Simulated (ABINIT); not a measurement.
# CuO (Tenorite) (C2/c) in ABINIT: a series of runs

Runs on CuO (Tenorite). Level: LDA. Tasks: single point.

Everything below comes from runs of ABINIT 10.8.3 (patched build). Logs are shortened: lines on timing, memory, paths and dates and some standing lists are left out, and cuts for length are marked. The log counts tension as positive stress, the text compression.

### 1 The crystal as given

Symmetry: C2/c, No. 15, monoclinic system. Conventional cell: a = 4.684 Å, b = 3.423 Å, c = 5.129 Å, α = 90.00°, β = 99.54°, γ = 90.00°. Around Cu (site symmetry -1) lie 4 O at 1.95 to 1.96 Å. O (site symmetry 2) is surrounded by 4 Cu at 1.95 to 1.96 Å.

### 2 Single point, LDA

run.abi reads:

```
# Pseudopotentials
pp_dirpath "./"
pseudos "Cu.upf, O.upf"

# Structure
acell 3*1.0 Angstrom
rprim
     2.3418500000    -1.7113000000     0.0000000000
     2.3418500000     1.7113000000     0.0000000000
    -0.8500274268     0.0000000000     5.0578693947
ntypat 2
znucl 29 8
natom 4
typat 1 1 2 2
xred
     0.5000000000     0.0000000000     0.5000000000
     0.0000000000     0.5000000000     0.0000000000
     0.4184000000     0.5816000000     0.7500000000
     0.5816000000     0.4184000000     0.2500000000
chkprim 0
chksymtnons 0
tolsym 1.0e-6

# Plane-wave basis
ecut 46.0

# k points
kptopt 1
ngkpt 8 8 4
nshiftk 1
shiftk 0.0 0.0 0.0

# Exchange and correlation
ixc 7

# Bands and occupations
nband 30
occopt 3
tsmear 0.05 eV

# SCF cycle
nstep 100
tolvrs 1.0e-10

# Output
iomode 3
prtwf 0
prtden 0
prteig 0
prtebands 0
enunit 1
```

Potentials or basis: PseudoDojo NC SR LDA v0.4.1 standard.

Started as:

```console
$ mpirun --bind-to none -np 4 abinit run.abi > log 2>&1
```

run.abo:

```text
.Version 10.8.3 of ABINIT
 Symmetries : space group C2/c (# 15); Bravais mC (1-face-center monocl.)
================================================================================
 Values of the parameters that define the memory need of the present run
     intxc =       0    ionmov =       0      iscf =       7    lmnmax =       6
     lnmax =       6     mgfft =      60  mpssoang =       3    mqgrid =    3001
     natom =       4  nloc_mem =       1    nspden =       1   nspinor =       1
    nsppol =       1      nsym =       4    n1xccc =    2501    ntypat =       2
    occopt =       3   xclevel =       1
       mpw =        4097          nfft =       77760          nkpt =          78
================================================================================
================================================================================

--------------------------------------------------------------------------------
------------- Echo of variables that govern the present computation ------------
--------------------------------------------------------------------------------
 -outvars: echo values of preprocessed input variables --------
            acell      1.8897261259E+00  1.8897261259E+00  1.8897261259E+00 Bohr
              amu      6.35460000E+01  1.59994000E+01
          chkprim           0
      chksymtnons           0
             ecut      4.60000000E+01 Hartree
           enunit           1
                       outvar_i_n : Printing only first  50 k-points.
              ixc           7
                       outvar_i_n : Printing only first  50 k-points.
         kptrlatt        8    0    0      0    8    0      0    0    4
          kptrlen      3.87681094E+01
            natom           4
            nband          30
            ngfft          36      36      60
             nkpt          78
            nstep         100
             nsym           4
           ntypat           2
                       prtocc : prtvol=0, do not print more k-points.
           occopt           3
           prtden           0
        prtebands           0
           prteig           0
            prtwf           0
            rprim      2.3418500000E+00 -1.7113000000E+00  0.0000000000E+00
                       2.3418500000E+00  1.7113000000E+00  0.0000000000E+00
                      -8.5002742680E-01  0.0000000000E+00  5.0578693947E+00
          spgroup          15
           tolsym      1.00000000E-06
           tolvrs      1.00000000E-10
           tsmear      1.83746611E-03 Hartree
            typat      1  1  2  2
                       outvars : Printing only first  50 k-points.
           xangst      7.4591128660E-01 -8.5565000000E-01  2.5289346973E+00
                       1.1709250000E+00  8.5565000000E-01  0.0000000000E+00
                       1.7043294299E+00  2.7928416000E-01  3.7934020460E+00
                       2.1293431433E+00 -2.7928416000E-01  1.2644673487E+00
            xcart      1.4095680459E+00 -1.6169441596E+00  4.7789939683E+00
                       2.2127275640E+00  1.6169441596E+00  0.0000000000E+00
                       3.2207158508E+00  5.2777057370E-01  7.1684909524E+00
                       4.0238753689E+00 -5.2777057370E-01  2.3894969841E+00
             xred      5.0000000000E-01 -2.7550082882E-17  5.0000000000E-01
                      -9.3324923672E-18  5.0000000000E-01  0.0000000000E+00
                       4.1840000000E-01  5.8160000000E-01  7.5000000000E-01
                       5.8160000000E-01  4.1840000000E-01  2.5000000000E-01
            znucl       29.00000    8.00000

================================================================================

 chkinp: Checking input parameters for consistency.

================================================================================
== DATASET  1 ==================================================================

--- !DatasetInfo
iteration_state: {dtset: 1, }
dimensions: {natom: 4, nkpt: 78, mband: 30, nsppol: 1, nspinor: 1, nspden: 1, mpw: 4097, }
cutoff_energies: {ecut:  46.0, pawecutdg:  -1.0, }
electrons: {nelect:   5.00000000E+01, charge:   0.00000000E+00, occopt:   3.00000000E+00, tsmear:   1.83746611E-03, }
meta: {optdriver: 0, ionmov: 0, optcell: 0, iscf: 7, paral_kgb: 0, }
...

 Exchange-correlation functional for the present dataset will be:
  LDA: Perdew-Wang 92 LSD fit to Ceperley-Alder data - ixc=7
  J.P.Perdew and Y.Wang, PRB 45, 13244 (1992)

 Real(R)+Recip(G) space primitive vectors, cartesian coordinates (Bohr,Bohr^-1):
 R(1)=  4.4254551 -3.2338883  0.0000000  G(1)=  0.1129827 -0.1546126  0.0189879
 R(2)=  4.4254551  3.2338883  0.0000000  G(2)=  0.1129827  0.1546126  0.0189879
 R(3)= -1.6063190  0.0000000  9.5579879  G(3)=  0.0000000  0.0000000  0.1046245
 Unit cell volume ucvol=  2.7357691E+02 bohr^3
 Angles (23,13,12)=  9.76901193E+01  9.76901193E+01  7.23147146E+01 degrees

 getcut: wavevector=  0.0000  0.0000  0.0000  ngfft=  36  36  60
         ecut(hartree)=     46.000   => boxcut(ratio)=   2.02805

--- Pseudopotential description ------------------------------------------------
- pspini: atom type   1  psp file is ./Cu.upf
12 -1012 2 -1 1456                            pspcod,pspxc,lmax,lloc,mmax
     nproj     2     2     2

- pspini: atom type   2  psp file is ./O.upf
12 -1012 2 -1 926                             pspcod,pspxc,lmax,lloc,mmax
     nproj     2     2     1

   2.80337042E+03                                ecore*ucvol(ha*bohr**3)
--------------------------------------------------------------------------------

================================================================================

--- !BeginCycle
iteration_state: {dtset: 1, }
solver: {iscf: 7, nstep: 100, nline: 4, wfoptalg: 0, }
tolerances: {tolvrs: 1.00E-10, }
...

     iter   Etot(hartree)      deltaE(h)  residm     vres2
 ETOT  1  -408.87200471178    -4.089E+02 3.533E-01 7.327E+03
 ETOT  2  -406.75859697894     2.113E+00 1.911E-01 2.321E+04
 ETOT  3  -411.53123316544    -4.773E+00 7.235E-02 1.304E+03
 ETOT  4  -411.73969048307    -2.085E-01 2.882E-02 5.205E+02
 ETOT  5  -411.82986471536    -9.017E-02 4.117E-03 1.301E+02
 ETOT  6  -411.86049667060    -3.063E-02 1.178E-03 3.400E+00
 ETOT  7  -411.86126216620    -7.655E-04 1.338E-03 3.936E-01
 ETOT  8  -411.86136838031    -1.062E-04 9.890E-04 6.815E-04
 ETOT  9  -411.86136836539     1.492E-08 1.445E-03 1.186E-03
 ETOT 10  -411.86136866157    -2.962E-07 7.094E-04 7.174E-07
 ETOT 11  -411.86136866196    -3.864E-10 7.894E-04 1.118E-07
 ETOT 12  -411.86136866198    -2.080E-11 3.055E-04 8.355E-10
 ETOT 13  -411.86136866198    -1.194E-12 2.995E-04 7.829E-11

 At SCF step   13       vres2   =  7.83E-11 < tolvrs=  1.00E-10 =>converged.

 Cartesian components of stress tensor (hartree/bohr^3)
  sigma(1 1)=  3.67225488E-04  sigma(3 2)=  0.00000000E+00
  sigma(2 2)=  1.91483324E-04  sigma(3 1)= -1.39728706E-05
  sigma(3 3)=  4.29856382E-04  sigma(2 1)=  0.00000000E+00

--- !ResultsGS
iteration_state: {dtset: 1, }
comment   : Summary of ground state results
lattice_vectors:
- [  4.4254551,  -3.2338883,   0.0000000, ]
- [  4.4254551,   3.2338883,   0.0000000, ]
- [ -1.6063190,   0.0000000,   9.5579879, ]
lattice_lengths: [   5.48112,    5.48112,    9.69203, ]
lattice_angles: [ 97.690,  97.690,  72.315, ] # degrees, (23, 13, 12)
lattice_volume:   2.7357691E+02
convergence: {deltae: -1.194E-12, res2:  7.829E-11, residm:  2.995E-04, diffor: null, }
etotal    :  -4.11861369E+02
entropy   :   0.00000000E+00
fermie    :   2.42046477E-01
cartesian_stress_tensor: # hartree/bohr^3
- [  3.67225488E-04,   0.00000000E+00,  -1.39728706E-05, ]
- [  0.00000000E+00,   1.91483324E-04,   0.00000000E+00, ]
- [ -1.39728706E-05,   0.00000000E+00,   4.29856382E-04, ]
pressure_GPa:  -9.6949E+00
xred      :
- [  5.0000E-01,  -2.7550E-17,   5.0000E-01, Cu]
- [ -9.3325E-18,   5.0000E-01,   0.0000E+00, Cu]
- [  4.1840E-01,   5.8160E-01,   7.5000E-01,  O]
- [  5.8160E-01,   4.1840E-01,   2.5000E-01,  O]
cartesian_forces: # hartree/bohr
- [ -0.00000000E+00,  -0.00000000E+00,  -0.00000000E+00, ]
- [ -0.00000000E+00,  -0.00000000E+00,  -0.00000000E+00, ]
- [ -1.49718555E-19,  -9.61587590E-03,  -8.34338879E-21, ]
- [  1.49718555E-19,   9.61587590E-03,   8.34338879E-21, ]
force_length_stats: {min:   0.00000000E+00, max:   9.61587590E-03, mean:   4.80793795E-03, }
...

 Integrated electronic density in atomic spheres:
 ------------------------------------------------
 Atom  Sphere_radius  Integrated_density
    1        2.00000         17.30548371
    2        2.00000         17.30548371
    3        2.00000          6.17094665
    4        2.00000          6.17094665
================================================================================

 ----iterations are completed or convergence reached----

 Mean square residual over all n,k,spin=   13.125E-08; max=  29.946E-05
 reduced coordinates (array xred) for    4 atoms
       0.500000000000     -0.000000000000      0.500000000000
      -0.000000000000      0.500000000000      0.000000000000
       0.418400000000      0.581600000000      0.750000000000
       0.581600000000      0.418400000000      0.250000000000
 rms dE/dt=  1.7954E-02; max dE/dt=  3.1097E-02; dE/dt below (all hartree)
    1       0.000000000000      0.000000000000      0.000000000000
    2       0.000000000000      0.000000000000      0.000000000000
    3      -0.031096668736      0.031096668736      0.000000000000
    4       0.031096668736     -0.031096668736      0.000000000000

 cartesian coordinates (angstrom) at end:
    1      0.74591128660000    -0.85565000000000     2.52893469735000
    2      1.17092500000000     0.85565000000000     0.00000000000000
    3      1.70432942990000     0.27928416000000     3.79340204602500
    4      2.12934314330000    -0.27928416000000     1.26446734867500

 cartesian forces (hartree/bohr) at end:
    1     -0.00000000000000    -0.00000000000000    -0.00000000000000
    2     -0.00000000000000    -0.00000000000000    -0.00000000000000
    3     -0.00000000000000    -0.00961587589502    -0.00000000000000
    4      0.00000000000000     0.00961587589502     0.00000000000000
 frms,max,avg= 3.9256649E-03 9.6158759E-03   0.000E+00  0.000E+00  0.000E+00 h/b

 cartesian forces (eV/Angstrom) at end:
    1     -0.00000000000000    -0.00000000000000    -0.00000000000000
    2     -0.00000000000000    -0.00000000000000    -0.00000000000000
    3     -0.00000000000000    -0.49446821945312    -0.00000000000000
    4      0.00000000000000     0.49446821945312     0.00000000000000
 frms,max,avg= 2.0186581E-01 4.9446822E-01   0.000E+00  0.000E+00  0.000E+00 e/A
 length scales=  1.889726125908  1.889726125908  1.889726125908 bohr
              =  1.000000000000  1.000000000000  1.000000000000 angstroms
 Fermi (or HOMO) energy (eV) =   6.58642   Average Vxc (eV)= -12.90066
 Eigenvalues (   eV  ) for nkpt=  78  k points:
 kpt#   1, nband= 30, wtk=  0.00391, kpt=  0.0000  0.0000  0.0000 (reduced coord)
-105.13472 -105.13401  -63.15201  -63.15163  -63.11071  -63.10198  -62.69932  -62.69884
 -13.10049  -11.69430   -1.71000    0.92726    1.34855    3.27882    3.42482    3.44155
   3.54163    3.65406    3.85206    4.02250    4.24854    4.43179    4.49545    4.99484
   6.79848    7.51230    8.26888   12.48704   14.57249   19.71033
 prteigrs : prtvol=0 or 1, do not print more k-points.

--- !EnergyTerms
iteration_state     : {dtset: 1, }
comment             : Components of total free energy in Hartree
kinetic             :  1.95800605414111E+02
hartree             :  1.34935533829432E+02
xc                  : -5.41871948513368E+01
Ewald energy        : -2.48584466332425E+02
psp_core            :  1.02471018587614E+01
local_psp           : -3.77556718845897E+02
non_local_psp       : -7.25155709810499E+01
internal            : -4.11860709908404E+02
'-kT*entropy'       : -6.58753578075887E-04
total_energy        : -4.11861368661983E+02
total_energy_eV     : -1.12073187824596E+04
band_energy         : -4.14436179630088E+01
...

 Cartesian components of stress tensor (hartree/bohr^3)
  sigma(1 1)=  3.67225488E-04  sigma(3 2)=  0.00000000E+00
  sigma(2 2)=  1.91483324E-04  sigma(3 1)= -1.39728706E-05
  sigma(3 3)=  4.29856382E-04  sigma(2 1)=  0.00000000E+00

-Cartesian components of stress tensor (GPa)         [Pressure= -9.6949E+00 GPa]
- sigma(1 1)=  1.08041469E+01  sigma(3 2)=  0.00000000E+00
- sigma(2 2)=  5.63363389E+00  sigma(3 1)= -4.11096046E-01
- sigma(3 3)=  1.26468114E+01  sigma(2 1)=  0.00000000E+00

== END DATASET(S) ==============================================================
================================================================================

 -outvars: echo values of variables after computation  --------
            acell      1.8897261259E+00  1.8897261259E+00  1.8897261259E+00 Bohr
           etotal     -4.1186136866E+02
            fcart     -0.0000000000E+00 -0.0000000000E+00 -0.0000000000E+00
                      -0.0000000000E+00 -0.0000000000E+00 -0.0000000000E+00
                      -1.4971855527E-19 -9.6158758950E-03 -8.3433887949E-21
                       1.4971855527E-19  9.6158758950E-03  8.3433887949E-21
            rprim      2.3418500000E+00 -1.7113000000E+00  0.0000000000E+00
                       2.3418500000E+00  1.7113000000E+00  0.0000000000E+00
                      -8.5002742680E-01  0.0000000000E+00  5.0578693947E+00
           strten      3.6722548825E-04  1.9148332378E-04  4.2985638237E-04
                       0.0000000000E+00 -1.3972870583E-05  0.0000000000E+00
           xangst      7.4591128660E-01 -8.5565000000E-01  2.5289346973E+00
                       1.1709250000E+00  8.5565000000E-01  0.0000000000E+00
                       1.7043294299E+00  2.7928416000E-01  3.7934020460E+00
                       2.1293431433E+00 -2.7928416000E-01  1.2644673487E+00
             xred      5.0000000000E-01 -2.7550082882E-17  5.0000000000E-01
                      -9.3324923672E-18  5.0000000000E-01  0.0000000000E+00
                       4.1840000000E-01  5.8160000000E-01  7.5000000000E-01
                       5.8160000000E-01  4.1840000000E-01  2.5000000000E-01
 Calculation completed.
```

It took 97 s on 4 MPI ranks of Arm Neoverse V2, shared host; peak memory 0.4 GiB.

What came out:

```
Free energy                                           : -11207.3188 eV
Pressure                                              : -9.7 GPa
Largest force                                         : 0.494 eV/Å
Band gap on the k mesh                                : none (metal or under the smearing width)
Valence electrons inside the program's atomic spheres : Cu 17.31; O 6.17
```

Forces on the atoms (eV/Å):
```
Cu   0.000  0.000  0.000
Cu   0.000  0.000  0.000
O    0.000 -0.494  0.000
O    0.000  0.494  0.000
```

Caveat: the run has no spin polarisation, though such a crystal can be magnetic; semilocal functionals often make such compounds metallic where correlation or magnetic order opens a gap, which also shifts bond lengths.

### 3 Single point, LDA

Changes to run.abi since step 2:

```diff
@@ -5,7 +5,7 @@
 # Structure
-acell 3*1.0 Angstrom
+acell 2.9004842893 2.9004842893 5.1288 Angstrom
 rprim
-     2.3418500000    -1.7113000000     0.0000000000
-     2.3418500000     1.7113000000     0.0000000000
-    -0.8500274268     0.0000000000     5.0578693947
+     0.8073996500    -0.5900049196     0.0000000000
+     0.8073996500     0.5900049196     0.0000000000
+    -0.1657361228     0.0000000000     0.9861701362
 ntypat 2
@@ -24,3 +24,3 @@
 # Plane-wave basis
-ecut 46.0
+ecut 1251.723767 eV
 
@@ -47,5 +47,9 @@
 prtwf 0
-prtden 0
 prteig 0
 prtebands 0
-enunit 1
+enunit 2
+prtden 1
+prtvha 1
+prtvclmb 1
+prtpot 1
+prtelf 1
```

Potentials or basis: PseudoDojo NC SR LDA v0.4.1 standard.

Started as:

```console
$ mpirun --bind-to none -np 4 abinit run.abi > log 2>&1
```

Wall time 56 s (4 MPI ranks of AMD EPYC 9R45 (Zen 5), shared host); peak memory 0.4 GiB.

The run converged. Its results:

```
Free energy                                           : -11207.3188 eV
Pressure                                              : -9.7 GPa
Largest force                                         : 0.494 eV/Å
Band gap on the k mesh                                : none (metal or under the smearing width)
Valence electrons inside the program's atomic spheres : Cu 17.31; O 6.17
```

Forces on the atoms (eV/Å):
```
Cu   0.000  0.000  0.000
Cu   0.000  0.000  0.000
O    0.000 -0.494  0.000
O    0.000  0.494  0.000
```

Stress tensor (GPa, compression positive):
```
-10.80   0.00   0.41
  0.00  -5.63   0.00
  0.41   0.00 -12.65
```

Levels at points of the mesh, in eV from the Fermi level:
```
           k point  band 22  band 23  band 24  band 25  band 26  band 27  band 28  band 29
(0.00, 0.00, 0.00)    -2.15    -2.09    -1.59     0.21     0.93     1.68     5.90     7.99
(0.50, 0.00, 0.00)    -1.53    -1.47    -1.34    -0.03     0.23     4.67     6.16     6.80
(0.50, 0.50, 0.00)    -2.06    -1.67    -1.14    -0.61     1.05     3.19     6.87     8.33
(0.00, 0.00, 0.50)    -2.17    -1.47    -1.47     0.21     0.21     3.86     3.86    11.49
(0.50, 0.00, 0.50)    -2.07    -1.67    -1.53    -0.08     0.74     4.96     6.36     7.88
(0.50, 0.50, 0.50)    -1.60    -1.23    -1.23    -0.44    -0.44     5.06     5.06     8.80
```

Caveat: the run has no spin polarisation, though such a crystal can be magnetic; semilocal functionals often make such compounds metallic where correlation or magnetic order opens a gap, which also shifts bond lengths. With open d or f shells a metallic result of LDA can be an artefact of self-interaction; +U or a hybrid may open a gap.

[end of part 1 of 2]
